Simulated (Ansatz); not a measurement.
# As (R-3m) in Ansatz: equation of state

How stiff is As in PBE, and what volume does it want? The cell is scaled to several volumes.

All numbers are computed with Ansatz 0.2.0; they aren't measurements. Logs are shortened: lines on timing, memory, paths and dates and some standing lists are left out, and cuts for length are marked.

### 1 The crystal as given

The structure is trigonal, space group R-3m (No. 166). The conventional cell has a = 3.762 Å, b = 3.762 Å, c = 10.542 Å, α = 90.00°, β = 90.00°, γ = 120.00°. As (site symmetry 3m) is surrounded by 3 As at 2.51 Å.

### 2 Single point, PBE, 20.24 Å³/atom (volume scaled by 0.94)

File input.yaml:

```yaml
crystal:
  lattice:
    - [1.8424025153, 1.0637115881, 3.442326315]
    - [-1.8424025153, 1.0637115881, 3.442326315]
    - [0.0, -2.1274231763, 3.442326315]
  atoms:
    - { symbol: As, position: [0.226, 0.226, 0.226] }
    - { symbol: As, position: [0.774, 0.774, 0.774] }
hamiltonian:
  xc: pbe
  pseudopotentials: { kind: paw }
kpoints:
  mp_grid: { grid: [9, 9, 9] }
scf:
  occupations: { method: fermi_dirac, width: 0.05 }
output:
  forces: true
  stress: true
  eigenvalues: true
```

Potentials or basis: Ansatz PAW.

Run with:

```sh
> ansatz run input.yaml --threads 1 --pin off --max-ram 2560MiB --backend cpu --events-out ev --progress --plain --runs-dir out
```

Output:

```text
Warning: RAYON_NUM_THREADS=1 ignored (pool sized by the plan → 1); use --threads N
Engine: ansatz 0.2.0, aarch64-unknown-linux-gnu
Pseudopotentials: kind: paw
Pseudopotential: As, paw, valence charge 15, recommended cutoff 420 eV (normal), As.paw.azcp
Functional definition: PBE
  parameter kappa = 0.804
  parameter beta = 0.06672455060314922
  exchange = pbe_x(kappa = kappa, mu = beta*pi^2/3)
  correlation = pbe_c(beta = beta)
Crystal: 2 atoms, lattice volume = 40.477 Å³
Basis set: ecut = 420 eV, 773 PW (Γ), exchange–correlation on 60×60×60 points (8 copies of the dense FFT grid, shifted against one another)
Bands: 19, of which v1, the nominal top of the filled ones, is band 15 counted from 1 (14 counted from 0)
Symmetry: 12 space group operations
Space group: R-3m (ITA 166), of the structure as read, at distance tolerance 3.4e-5 Å
k-points: 85 of 729
Non-local potential: As, projectors of the file, l = 0: 2, l = 1: 2, l = 2: 3, l = 3: 1
PAW form: soft (Blöchl's): semilocal exchange-correlation on the pseudo side does not see the compensation charge
PAW one-centre angular grid: As, 590 points (default); XC on 64 Gauss nodes
Initial density: superposition of atomic densities (neutral atoms: chi_scale 0, normalization atom), corrected by the library's trained network
Initial wavefunctions: pseudopotential atomic-orbital guess
Functional: x = pbe(κ = 0.804, μ = 0.2195149727645171), c = pbe(β = 0.06672455060314922)
SCF iter   1: F=—  HF=-9712.152465 eV  |F-HF|=—  |Δ(HF+E_count)|=         —  Δρ=1.52e-3  dr2=6.85e-4  ethr=1.77e-3  ⟨swp⟩=5.8  Hψ=7687  notcnv=0
preconditioner: auto → Kerker (q_TF=auto, 2.595 Å⁻¹)  [metal: Δε(μ)=0.053 eV  Ē_g=10.628 eV  σ=0.050 eV  W_gap=0.26  n_scr=14 (ndim 8)  ℏωp=18.5 eV  f_vac=0.005  D(μ)=0.18/eV (n_scr^D=0)]
SCF iter   2: F=—  HF=-9712.152346 eV  |F-HF|=—  |Δ(HF+E_count)|=   1.19e-4  Δρ=9.30e-4  dr2=2.48e-4  ethr=2.28e-6  ⟨swp⟩=2.1  Hψ=3423  notcnv=0
SCF iter   3: F=—  HF=-9712.152467 eV  |F-HF|=—  |Δ(HF+E_count)|=   1.21e-4  Δρ=3.11e-4  dr2=4.40e-5  ethr=8.26e-7  ⟨swp⟩=2.0  Hψ=2891  notcnv=0
SCF iter   4: F=—  HF=-9712.152465 eV  |F-HF|=—  |Δ(HF+E_count)|=   1.53e-6  Δρ=1.23e-4  dr2=7.86e-6  ethr=1.47e-7  ⟨swp⟩=2.0  Hψ=2891  notcnv=0
SCF iter   5: F=—  HF=-9712.152465 eV  |F-HF|=—  |Δ(HF+E_count)|=   3.89e-7  Δρ=4.16e-5  dr2=9.67e-7  ethr=2.62e-8  ⟨swp⟩=2.0  Hψ=2891  notcnv=0
SCF iter   6: F=—  HF=-9712.152464 eV  |F-HF|=—  |Δ(HF+E_count)|=   5.64e-7  Δρ=1.71e-5  dr2=1.55e-7  ethr=3.22e-9  ⟨swp⟩=2.0  Hψ=2891  notcnv=0
SCF iter   7: F=-9712.152464 eV  HF=-9712.152464 eV  |F-HF|=1.12e-8  |Δ(HF+E_count)|=   4.64e-8  Δρ=4.50e-6  dr2=9.69e-9  ethr=3.33e-10  ⟨swp⟩=4.8  Hψ=6609  notcnv=0
SCF 1 converged in 7 iterations: F = -9712.152464 eV  dr2 = 9.69e-9
SCF converged after 7 iterations
Free energy (F): -9712.152464 eV
Harris-Foulkes:  -9712.152464 eV  (|F-HF|=1.12e-8)
Internal energy: -9712.151083 eV  (E = F + TS)
E sigma→0 (E₀):  -9712.151774 eV
Entropy (-TS):   -0.001382 eV (-0.691 meV/atom)
Fermi energy:    11.906318 eV
--- Per-component energies (eV) ---
  E_band       = -440.174281
  E_kinetic    = 207.537028
  E_local      = -3238.093673  (includes V_loc(G=0)·N_el)
  E_nonlocal   = -1341.266581
  E_hartree    = 1812.868290
  E_xc         = -159.737173
  E_vxc        = -160.142461  (∫ρ·V_xc dr)
  E_paw        = -3669.190294  (= ΣΔE_a)
  E_vpaw       = 466.051433  (= ΣTr[D̂ρ^β])
  E_aug_tail   = 0.000013  (compensation charges beyond the density's cutoff)
  E_ewald      = -3324.268693
  E_smearing   = -0.001382  (= −TS)
  E_closure    = -0.000000  (closes the sum)
  Σ components = -9712.152464   (vs F -9712.152464, Δ=0.00e0)
--- Forces (eV/Å), atoms counted from 1 ---
  atom   1  As     0.00000000    -0.00000000     0.88653394
  atom   2  As     0.00000000     0.00000000    -0.88653394
  max |Σ_I F_I| component: 4.63e-18 eV/Å
--- Stress (GPa, compression-positive) ---
       10.441995       0.000000      -0.000000
        0.000000      10.441995       0.000000
        0.000000       0.000000       7.758767
  P = ⅓ Tr σ = 9.5476 GPa (95.476 kbar)
--- Band table (eV; the first three rows and the last of 85) ---
  k-point 0: bands = ["-24.6299", "-24.6299", "-24.5741", "-24.5741", "-24.5361", "-24.4873", "-24.4873", "-24.4755", "-24.4343", "-24.4343", "-3.8529", "6.3067", "9.1058", "9.6257", "9.6257", "13.4131", "14.7998", "14.7998", "18.6966"]
  k-point 1: bands = ["-24.6283", "-24.6255", "-24.5725", "-24.5707", "-24.5349", "-24.4896", "-24.4879", "-24.4784", "-24.4379", "-24.4363", "-3.6768", "5.6212", "9.1116", "9.4866", "9.6415", "13.7447", "14.5246", "14.6865", "17.6842"]
  k-point 2: bands = ["-24.6239", "-24.6132", "-24.5684", "-24.5614", "-24.5312", "-24.4960", "-24.4917", "-24.4851", "-24.4474", "-24.4418", "-3.1533", "4.0762", "8.8460", "9.1826", "10.1338", "13.2684", "14.0454", "14.1967", "17.6980"]
  k-point 84: bands = ["-24.6156", "-24.6128", "-24.5673", "-24.5656", "-24.5303", "-24.4919", "-24.4902", "-24.4817", "-24.4532", "-24.4512", "-2.3327", "1.6177", "8.1746", "9.4437", "11.4247", "13.0382", "13.1106", "15.1346", "19.5194"]
```

Run time: 3.2 s. Hardware: 1 thread of Arm Neoverse V2, shared host; peak memory 0.33 GiB.

Results:

- Free energy: -9712.1525 eV
- Pressure: 9.5 GPa
- Largest force: 0.887 eV/Å
- Band gap on the k mesh: none (metal or under the smearing width)

### 3 Single point, PBE, 20.67 Å³/atom (volume scaled by 0.96)

Changes to input.yaml since step 2:

```diff
@@ -2,5 +2,5 @@
   lattice:
-    - [1.8424025153, 1.0637115881, 3.442326315]
-    - [-1.8424025153, 1.0637115881, 3.442326315]
-    - [0.0, -2.1274231763, 3.442326315]
+    - [1.8553776084, 1.0712027616, 3.4665688483]
+    - [-1.8553776084, 1.0712027616, 3.4665688483]
+    - [0.0, -2.1424055233, 3.4665688483]
   atoms:
```

Potentials or basis: Ansatz PAW.

Run with:

```sh
> ansatz run input.yaml --threads 1 --pin off --max-ram 2560MiB --backend cpu --events-out ev --progress --plain --runs-dir out
```

Run time: 3 s. Hardware: 1 thread of Arm Neoverse V2, shared host; peak memory 0.33 GiB.

The run converged. Its results:

```
Free energy            : -9712.1979 eV
Pressure               : 7.4 GPa
Largest force          : 0.723 eV/Å
Band gap on the k mesh : none (metal or under the smearing width)
```

### 4 Single point, PBE, 21.10 Å³/atom (volume scaled by 0.98)

Changes to input.yaml since step 3:

```diff
@@ -2,5 +2,5 @@
   lattice:
-    - [1.8553776084, 1.0712027616, 3.4665688483]
-    - [-1.8553776084, 1.0712027616, 3.4665688483]
-    - [0.0, -2.1424055233, 3.4665688483]
+    - [1.8681737204, 1.0785906003, 3.4904769752]
+    - [-1.8681737204, 1.0785906003, 3.4904769752]
+    - [0.0, -2.1571812007, 3.4904769752]
   atoms:
```

Run with:

```sh
> ansatz run input.yaml --threads 1 --pin off --max-ram 2560MiB --backend cpu --events-out ev --progress --plain --runs-dir out
```

Wall time 3.2 s (1 thread of Arm Neoverse V2, shared host); peak memory 0.33 GiB.

Results (log left out):

```yaml
Free_energy: -9712.2324 eV
Pressure: 5.5 GPa
Largest_force: 0.571 eV/Å
Band_gap_on_the_k_mesh: none (metal or under the smearing width)
```

### 5 Single point, PBE, 21.53 Å³/atom

Changes to input.yaml since step 4:

```diff
@@ -2,5 +2,5 @@
   lattice:
-    - [1.8681737204, 1.0785906003, 3.4904769752]
-    - [-1.8681737204, 1.0785906003, 3.4904769752]
-    - [0.0, -2.1571812007, 3.4904769752]
+    - [1.8807968987, 1.0858785957, 3.5140619945]
+    - [-1.8807968987, 1.0858785957, 3.5140619945]
+    - [0.0, -2.1717571915, 3.5140619945]
   atoms:
```

Run with:

```sh
> ansatz run input.yaml --threads 1 --pin off --max-ram 2560MiB --backend cpu --events-out ev --progress --plain --runs-dir out
```

Run time: 3.3 s. Hardware: 1 thread of Arm Neoverse V2, shared host; peak memory 0.33 GiB.

Results (log left out):

```
Free energy            : -9712.2570 eV
Pressure               : 3.7 GPa
Largest force          : 0.429 eV/Å
Band gap on the k mesh : none (metal or under the smearing width)
```

### 6 Single point, PBE, 21.96 Å³/atom (volume scaled by 1.02)

Changes to input.yaml since step 5:

```diff
@@ -2,5 +2,5 @@
   lattice:
-    - [1.8807968987, 1.0858785957, 3.5140619945]
-    - [-1.8807968987, 1.0858785957, 3.5140619945]
-    - [0.0, -2.1717571915, 3.5140619945]
+    - [1.8932528703, 1.0930700543, 3.5373346065]
+    - [-1.8932528703, 1.0930700543, 3.5373346065]
+    - [0.0, -2.1861401086, 3.5373346065]
   atoms:
```

Potentials or basis: Ansatz PAW.

Run with:

```sh
> ansatz run input.yaml --threads 1 --pin off --max-ram 2560MiB --backend cpu --events-out ev --progress --plain --runs-dir out
```

Output:

```text
Warning: RAYON_NUM_THREADS=1 ignored (pool sized by the plan → 1); use --threads N
[... 8 set-up lines as earlier in the session ...]
Crystal: 2 atoms, lattice volume = 43.922 Å³
Basis set: ecut = 420 eV, 851 PW (Γ), exchange–correlation on 60×60×60 points (8 copies of the dense FFT grid, shifted against one another)
Bands: 19, of which v1, the nominal top of the filled ones, is band 15 counted from 1 (14 counted from 0)
[... 1 set-up line as earlier in the session ...]
Space group: R-3m (ITA 166), of the structure as read, at distance tolerance 3.5e-5 Å
k-points: 85 of 729
[... 6 set-up lines as earlier in the session ...]
SCF iter   1: F=—  HF=-9712.272529 eV  |F-HF|=—  |Δ(HF+E_count)|=         —  Δρ=1.40e-3  dr2=7.47e-4  ethr=1.77e-3  ⟨swp⟩=5.9  Hψ=7631  notcnv=0
preconditioner: auto → Kerker (q_TF=auto, 2.560 Å⁻¹)  [metal: Δε(μ)=0.112 eV  Ē_g=10.152 eV  σ=0.050 eV  W_gap=0.49  n_scr=14 (ndim 8)  ℏωp=17.7 eV  f_vac=0.008  D(μ)=0.17/eV (n_scr^D=0)]
SCF iter   2: F=—  HF=-9712.272479 eV  |F-HF|=—  |Δ(HF+E_count)|=   4.97e-5  Δρ=8.59e-4  dr2=2.74e-4  ethr=2.49e-6  ⟨swp⟩=2.0  Hψ=3364  notcnv=0
SCF iter   3: F=—  HF=-9712.272609 eV  |F-HF|=—  |Δ(HF+E_count)|=   1.29e-4  Δρ=3.06e-4  dr2=4.87e-5  ethr=9.15e-7  ⟨swp⟩=2.0  Hψ=2891  notcnv=0
SCF iter   4: F=—  HF=-9712.272613 eV  |F-HF|=—  |Δ(HF+E_count)|=   4.59e-6  Δρ=1.19e-4  dr2=7.28e-6  ethr=1.62e-7  ⟨swp⟩=2.9  Hψ=2881  notcnv=0
SCF iter   5: F=—  HF=-9712.272612 eV  |F-HF|=—  |Δ(HF+E_count)|=   8.88e-7  Δρ=4.26e-5  dr2=1.06e-6  ethr=2.43e-8  ⟨swp⟩=2.0  Hψ=2891  notcnv=0
SCF iter   6: F=—  HF=-9712.272611 eV  |F-HF|=—  |Δ(HF+E_count)|=   9.67e-7  Δρ=1.84e-5  dr2=1.81e-7  ethr=3.53e-9  ⟨swp⟩=2.0  Hψ=2891  notcnv=0
SCF iter   7: F=-9712.272611 eV  HF=-9712.272611 eV  |F-HF|=1.88e-8  |Δ(HF+E_count)|=   1.35e-8  Δρ=5.29e-6  dr2=1.49e-8  ethr=3.33e-10  ⟨swp⟩=4.8  Hψ=6557  notcnv=0
SCF 1 converged in 7 iterations: F = -9712.272611 eV  dr2 = 1.49e-8
SCF converged after 7 iterations
Free energy (F): -9712.272611 eV
Harris-Foulkes:  -9712.272611 eV  (|F-HF|=1.88e-8)
Internal energy: -9712.271199 eV  (E = F + TS)
E sigma→0 (E₀):  -9712.271905 eV
Entropy (-TS):   -0.001413 eV (-0.706 meV/atom)
Fermi energy:    10.426023 eV
--- Per-component energies (eV) ---
  E_band       = -475.287129
  E_kinetic    = 204.847756
  E_local      = -3379.866436  (includes V_loc(G=0)·N_el)
  E_nonlocal   = -1341.457644
  E_hartree    = 1866.746302
  E_xc         = -158.468106
  E_vxc        = -158.426318  (∫ρ·V_xc dr)
  E_paw        = -3669.090007  (= ΣΔE_a)
  E_vpaw       = 466.118615  (= ΣTr[D̂ρ^β])
  E_aug_tail   = 0.000017  (compensation charges beyond the density's cutoff)
  E_ewald      = -3234.983080
  E_smearing   = -0.001413  (= −TS)
  E_closure    = -0.000000  (closes the sum)
  Σ components = -9712.272611   (vs F -9712.272611, Δ=0.00e0)
--- Forces (eV/Å), atoms counted from 1 ---
  atom   1  As     0.00000000    -0.00000000     0.29478643
  atom   2  As    -0.00000000     0.00000000    -0.29478643
  max |Σ_I F_I| component: 0.00e0 eV/Å
--- Stress (GPa, compression-positive) ---
        2.141012       0.000000       0.000000
        0.000000       2.141012       0.000000
        0.000000       0.000000       2.083435
  P = ⅓ Tr σ = 2.1218 GPa (21.218 kbar)
--- Band table (eV; the first three rows and the last of 85) ---
  k-point 0: bands = ["-25.8460", "-25.8460", "-25.8037", "-25.8037", "-25.7696", "-25.7369", "-25.7369", "-25.7238", "-25.6933", "-25.6933", "-4.4575", "4.5263", "8.0184", "8.4347", "8.4347", "12.0354", "13.3026", "13.3026", "17.3609"]
  k-point 1: bands = ["-25.8449", "-25.8426", "-25.8024", "-25.8011", "-25.7689", "-25.7385", "-25.7371", "-25.7261", "-25.6960", "-25.6949", "-4.2952", "3.9892", "8.0157", "8.3127", "8.4115", "12.2952", "13.0073", "13.1891", "16.4405"]
  k-point 2: bands = ["-25.8419", "-25.8332", "-25.7989", "-25.7939", "-25.7669", "-25.7433", "-25.7382", "-25.7327", "-25.7030", "-25.6990", "-3.8138", "2.7001", "7.7493", "8.0429", "8.8226", "11.8114", "12.5979", "12.7601", "16.3643"]
  k-point 84: bands = ["-25.8357", "-25.8334", "-25.7987", "-25.7974", "-25.7657", "-25.7400", "-25.7385", "-25.7285", "-25.7073", "-25.7058", "-3.0948", "0.6461", "7.0689", "8.2990", "10.0766", "11.4398", "11.7507", "13.4642", "18.0943"]
```

Run time: 3.4 s. Hardware: 1 thread of Arm Neoverse V2, shared host; peak memory 0.33 GiB.

Results:

```yaml
Free_energy: -9712.2726 eV
Pressure: 2.1 GPa
Largest_force: 0.295 eV/Å
Band_gap_on_the_k_mesh: none (metal or under the smearing width)
```

### 7 Single point, PBE, 22.39 Å³/atom (volume scaled by 1.04)

Changes to input.yaml since step 6:

```diff
@@ -2,5 +2,5 @@
   lattice:
-    - [1.8932528703, 1.0930700543, 3.5373346065]
-    - [-1.8932528703, 1.0930700543, 3.5373346065]
-    - [0.0, -2.1861401086, 3.5373346065]
+    - [1.9055470646, 1.1001681106, 3.5603049553]
+    - [-1.9055470646, 1.1001681106, 3.5603049553]
+    - [0.0, -2.2003362214, 3.5603049553]
   atoms:
@@ -19 +19,5 @@
   eigenvalues: true
+  write_density: true
+  write_potential: true
+  elf: true
+  volumetric_format: npy
```

Run with:

```sh
> ansatz run input.yaml --threads 1 --pin off --max-ram 2560MiB --backend cpu --events-out ev --progress --plain --runs-dir out
```

Run time: 4.7 s. Hardware: 1 thread of Arm Neoverse V2, shared host; peak memory 0.34 GiB.

It converged, with:

| Property | Result |
| --- | --- |
| Free energy | -9712.2801 eV |
| Pressure | 0.7 GPa |
| Largest force | 0.169 eV/Å |
| Band gap on the k mesh | none (metal or under the smearing width) |

### 8 Single point, PBE, 22.82 Å³/atom (volume scaled by 1.06)

Changes to input.yaml since step 7:

```diff
@@ -2,5 +2,5 @@
   lattice:
-    - [1.9055470646, 1.1001681106, 3.5603049553]
-    - [-1.9055470646, 1.1001681106, 3.5603049553]
-    - [0.0, -2.2003362214, 3.5603049553]
+    - [1.9176846343, 1.1071757398, 3.5829826684]
+    - [-1.9176846343, 1.1071757398, 3.5829826684]
+    - [0.0, -2.2143514796, 3.5829826684]
   atoms:
```

Run with:

```sh
> ansatz run input.yaml --threads 1 --pin off --max-ram 2560MiB --backend cpu --events-out ev --progress --plain --runs-dir out
```

It took 4.7 s on 1 thread of Arm Neoverse V2, shared host; peak memory 0.34 GiB.

It converged, with:

* Free energy: -9712.2802 eV
* Pressure: -0.6 GPa
* Largest force: 0.051 eV/Å
* Band gap on the k mesh: none (metal or under the smearing width)

### 9 Equation of state, PBE

Potentials or basis: Ansatz PAW.

No new run: the results of the series are fitted here.

What came out:

| Quantity | Value |
| --- | --- |
| Equilibrium volume | 22.61 Å³/atom |
| Bulk modulus at fixed shape and positions | 68 GPa |
| Pressure derivative of the bulk modulus | 4.2 |

Energy against volume, from the lowest point:
```
volume (Å³/atom)  energy (meV/atom)
          20.239              63.87
          20.669              41.14
          21.100              23.88
          21.530              11.59
          21.961               3.79
          22.392               0.06
          22.822               0.00
```

Caveat: the cell was scaled at fixed shape and fractional positions, which overstates the stiffness of a crystal with free parameters, most of all of layers and chains.
